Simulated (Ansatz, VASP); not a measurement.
LiCl in VASP and in Ansatz

```
CELL_PARAMETERS angstrom
0.00000 2.55593 2.55593
2.55593 0.00000 2.55593
2.55593 2.55593 0.00000
ATOMIC_POSITIONS crystal
Li 0.00000 0.00000 0.00000
Cl 0.50000 0.50000 0.50000
```

Alike in both runs: functional r2SCAN; k mesh 10 × 10 × 10; occupations fermi-dirac, width 0.02 eV; no spin polarisation.

Ansatz relaxed the structure, and its values are those at the end. VASP's run is a single point on that final structure, the one shown.

|  | VASP | Ansatz |
| --- | --- | --- |
| version | VASP 6.6.1 | Ansatz 0.2.0 |
| potentials or method | VASP PAW PBE potentials, release 64 (Li_sv, Cl) | PAW plane waves |
| plane-wave cutoff (eV) | 520 | 500 |
| valence electrons in the cell | 10 | 10 |

```csv
,VASP,Ansatz,Ansatz less VASP
gap on the k mesh at the Fermi level (eV),7.36,7.29,-0.069
```

Caveats: the PAW data sets were made with another functional, which shifts forces and pressure a little (VASP). r2SCAN opens gaps a little over a GGA but as a rule still falls short of measured ones. A k mesh can miss the band edges.
